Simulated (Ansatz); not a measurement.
# GeO2: response to strain

The parent structure is GeO₂ in the rutile structure (space group P4_2/mnm, No. 136; a = 4.488 Å, c = 2.905 Å). Axes: x, y, z lie along a, b, c of the conventional cell.

Strains are applied to the cell and any free atomic positions relax; under biaxial strain the out-of-plane vector relaxes too; under stress the whole cell relaxes.

Computed with DFT with PBE, PAW potentials and a 420 eV plane-wave cutoff in Ansatz (an electronic-structure program), scalar-relativistic without spin-orbit coupling.

Candidates:
(a) isotropic strain −5.42 %
(b) biaxial strain +1.46 %, plane normal [001], relaxed out of plane
(c) uniaxial stress, 5 GPa compression along z
(d) biaxial strain +4.62 %, plane normal [001], relaxed out of plane

Before the change:

```
Item       Result
--------  -------
Band gap  1.23 eV
```

Problem. Order them by band gap, highest first.

Solution. (a) isotropic strain −5.42 % (3.54 eV), (c) uniaxial stress, 5 GPa compression along z (1.37 eV), (b) biaxial strain +1.46 %, plane normal [001], relaxed out of plane (1.14 eV), (d) biaxial strain +4.62 %, plane normal [001], relaxed out of plane (1.09 eV)

Beyond what the load breaks, stability against distortions was not tested.
